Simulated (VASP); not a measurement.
# N (P6_3/mmc) in VASP: single point with PBE

Aim: the single point of N with PBE.

Program: VASP 6.6.1. These are calculated values, not measurements. Logs are shortened: lines on timing, memory, paths and dates and some standing lists are left out, and cuts for length are marked.

## 1. The crystal as given

The structure is hexagonal, space group P6_3/mmc (No. 194). Conventional cell: a = 4.167 Å, b = 4.167 Å, c = 7.006 Å, α = 90.00°, β = 90.00°, γ = 120.00°. Around N (site symmetry 3m) lie 1 N at 1.11 Å.

## 2. Single point, PBE

INCAR

```
ALGO = Normal
EDIFF = 1E-6
ENCUT = 500
GGA = PE
ISIF = 2
ISMEAR = 0
LASPH = T
LCHARG = F
LREAL = F
LWAVE = F
NELM = 100
PREC = Accurate
SIGMA = 0.02
```

KPOINTS

```
k-points
0
Gamma
  4 4 2
```

POSCAR

```
N
1.0
    4.1672328106      0.0000000000      0.0000000000
   -2.0836164053      3.6089294775      0.0000000000
    0.0000000000      0.0000000000      7.0060035100
N
4
Direct
    0.6666666667      0.3333333333      0.6710699600
    0.6666666667      0.3333333333      0.8289300400
    0.3333333333      0.6666666667      0.1710699600
    0.3333333333      0.6666666667      0.3289300400
```

Potentials or basis: VASP PAW PBE potentials, release 64 (N_GW).

Run with:

```bash
$ cat potpaw_PBE.64/N_GW/POTCAR > POTCAR
$ mpirun -np 1 vasp_std > vasp.out
```

OUTCAR:

```text
EDIFF = 1E-6
   ENCUT = 500
   GGA = PE
   ISIF = 2
   ISMEAR = 0
   LASPH = T
   LREAL = F
   NELM = 100
   PREC = Accurate

 ion  position               nearest neighbor table
   1  0.667  0.333  0.671-   2 1.11
   2  0.667  0.333  0.829-   1 1.11
   3  0.333  0.667  0.171-   4 1.11
   4  0.333  0.667  0.329-   3 1.11

  LATTYP: Found a hexagonal cell.
 ALAT       =     4.1672328106
 C/A-ratio  =     1.6812124084

  Lattice vectors:

 A1 = (   4.1672328106,   0.0000000000,   0.0000000000)
 A2 = (  -2.0836164053,   3.6089294775,   0.0000000000)
 A3 = (   0.0000000000,   0.0000000000,   7.0060035100)

Analysis of symmetry for initial positions (statically):
=====================================================================
 Subroutine PRICEL returns:
 Original cell was already a primitive cell.

 Routine SETGRP: Setting up the symmetry group for a
 hexagonal supercell.

 Subroutine GETGRP returns: Found 24 space group operations
 (whereof 12 operations were pure point group operations)
 out of a pool of 24 trial point group operations.

The static configuration has the point symmetry D_3d.
 The point group associated with its full space group is D_6h.

Analysis of symmetry for dynamics (positions and initial velocities):
=====================================================================
 Subroutine PRICEL returns:
 Original cell was already a primitive cell.

 Routine SETGRP: Setting up the symmetry group for a
 hexagonal supercell.

 Subroutine GETGRP returns: Found 24 space group operations
 (whereof 12 operations were pure point group operations)
 out of a pool of 24 trial point group operations.

The dynamic configuration has the point symmetry D_3d.
 The point group associated with its full space group is D_6h.

 Subroutine INISYM returns: Found 24 space group operations
 (whereof 12 operations are pure point group operations),
 and found     1 'primitive' translations

----------------------------------------------------------------------------------------

                                     Primitive cell

  volume of cell :     105.3650

  direct lattice vectors                    reciprocal lattice vectors
     4.167232811  0.000000000  0.000000000     0.239967395  0.138545240  0.000000000
[... 82 lines left out ...]
   TEBEG  =    0.0;   TEEND  =   0.0 temperature during run
   PSTRESS=    0.0 pullay stress
   NELECT =      20.0000    total number of electrons
   NUPDOWN=      -1.0000    fix difference up-down
   EMIN   =  10.00;   EMAX   =-10.00  energy-range for DOS
   EFERMI =   0.00;   METHOD = LEGACY
   ISMEAR =     0;   SIGMA  =   0.02  broadening in eV -4-tet -1-fermi 0-gaus
   EFERMI_NEDOS =   21; number of points for ismear=-14 and -15
   IALGO  =     38    algorithm
   IMIX   =      4    mixing-type and parameters
     AMIX     =   0.40;   BMIX     =  1.00
     AMIX_MAG =   1.60;   BMIX_MAG =  1.00
  volume/ion in A,a.u.               =      26.34       177.76
  Fermi-wavevector in a.u.,A,eV,Ry     =   0.940848  1.777944 12.043801  0.885194
  Thomas-Fermi vector in A             =   2.068300
   LORBIT       =      0    0 simple, 1 ext, 2 COOP (PROOUT), +10 PAW based schemes
   GGA     = PE    functional components
   LHFCALC =     F    Hartree Fock is set to
   AEXX    =    0.0000 exact exchange contribution
   IVDW    =     0    specifies the selected vdW correction
   LEPSILON=     F    determine dielectric tensor
   LRPA    =     F    only Hartree local field effects (RPA)
 non-spin polarized calculation
 Gauss-broadening in eV      SIGMA  =   0.02
  energy-cutoff  :      500.00
  volume of cell :      105.37
 maximum number of plane-waves:      2714
   NGX = 15   NGY = 15   NGZ = 25

 number of electron      19.9999985 magnetization

 Free energy of the ion-electron system (eV)
  ---------------------------------------------------
  ext. energy  EPLUGINS =         0.00000000
  ---------------------------------------------------
  free energy    TOTEN  =       -33.49534996 eV

  energy without entropy =      -33.49534996  energy(sigma->0) =      -33.49534996

 E-fermi :  -6.6440     XC(G=0):  -5.8839

 val. band max:       -6.7605173041   @ k =   0.0000   0.0000   0.0000
 cond. band min:       0.3321499553   @ k =   0.2500   0.2500   0.0000
 fundamental gap:      7.0926672594
 Fermi energy:        -6.6440058772

 k-point     1 :       0.0000    0.0000    0.0000
  band No.  band energies     occupation
      1     -25.3103      2.00000
      2     -25.2856      2.00000
      3     -10.9446      2.00000
      4     -10.2157      2.00000
      5      -8.5253      2.00000
      6      -8.5253      2.00000
      7      -8.4275      2.00000
      8      -8.4275      2.00000
      9      -7.8570      2.00000
     10      -6.7605      2.00000
     11       0.9722      0.00000
     12       0.9722      0.00000
     13       1.4397      0.00000
     14       1.4397      0.00000
[... 105 lines left out ...]
      1     -25.2839      2.00000
      2     -25.2839      2.00000
      3     -10.5474      2.00000
      4     -10.5474      2.00000
      5      -8.6843      2.00000
      6      -8.6843      2.00000
      7      -8.5864      2.00000
      8      -8.5864      2.00000
      9      -7.1845      2.00000
     10      -7.1845      2.00000
     11       0.7815      0.00000
     12       0.7815      0.00000
     13       1.0002      0.00000
     14       1.0002      0.00000

------------------------ aborting loop because EDIFF is reached ----------------------------------------

  FORCE on cell =-STRESS in cart. coord.  units (eV):
  Direction    XX          YY          ZZ          XY          YZ          ZX
  --------------------------------------------------------------------------------------
  -------------------------------------------------------------------------------------
  Total       -0.0957136     -0.0957136      0.2779517      0.0000000      0.0000000      0.0000000
  in kB       -1.4554181     -1.4554181      4.2265246      0.0000000      0.0000000      0.0000000
  external PRESSURE =       0.4385628 kB  Pullay stress =       0.0000000 kB

 VOLUME and BASIS-vectors are now :
 -----------------------------------------------------------------------------
  energy-cutoff  :      500.00
  volume of cell :      105.37
      direct lattice vectors                 reciprocal lattice vectors
     4.167232811  0.000000000  0.000000000     0.239967395  0.138545240  0.000000000
    -2.083616405  3.608929477  0.000000000     0.000000000  0.277090480  0.000000000
     0.000000000  0.000000000  7.006003510     0.000000000  0.000000000  0.142734727

 POSITION                                       TOTAL-FORCE (eV/Angst)
 -----------------------------------------------------------------------------------
      2.08362      1.20298      4.70152         0.000000      0.000000     -0.122289
      2.08362      1.20298      5.80749         0.000000     -0.000000      0.122289
     -0.00000      2.40595      1.19852        -0.000000      0.000000     -0.122289
     -0.00000      2.40595      2.30449        -0.000000      0.000000      0.122289
 -----------------------------------------------------------------------------------
    total drift:                               -0.000000      0.000000      0.000000

  FREE ENERGIE OF THE ION-ELECTRON SYSTEM (eV)
  ---------------------------------------------------
  free  energy   TOTEN  =       -33.4953499621 eV

  energy  without entropy=      -33.4953499621  energy(sigma->0) =      -33.49534996
```

Wall time 6.8 s (1 thread of AMD EPYC 9R45 (Zen 5), shared host); peak memory 0.16 GiB.

What came out:

| Item | Value |
| --- | --- |
| Free energy | -33.4953 eV |
| Pressure | 0.0 GPa |
| Largest force | 0.122 eV/Å |
| Band gap on the k mesh | 7.09 eV, indirect (least direct gap 7.31 eV) |

Forces in eV/Å, atoms in the order of the input:
```
N    0.000  0.000 -0.122
N    0.000  0.000  0.122
N    0.000  0.000 -0.122
N    0.000  0.000  0.122
```

Stress tensor (GPa, compression positive):
```
-0.15  0.00  0.00
 0.00 -0.15  0.00
 0.00  0.00  0.42
```

Caveat: the k mesh is coarse (spacing up to 0.45 Å⁻¹), so the values aren't converged; the cutoff is under 1.25 times the usual one of these potentials, so pressure, stress and relaxed cells hold a basis-set (Pulay) error; the standard files for N, O and F lose accuracy on very short bonds.
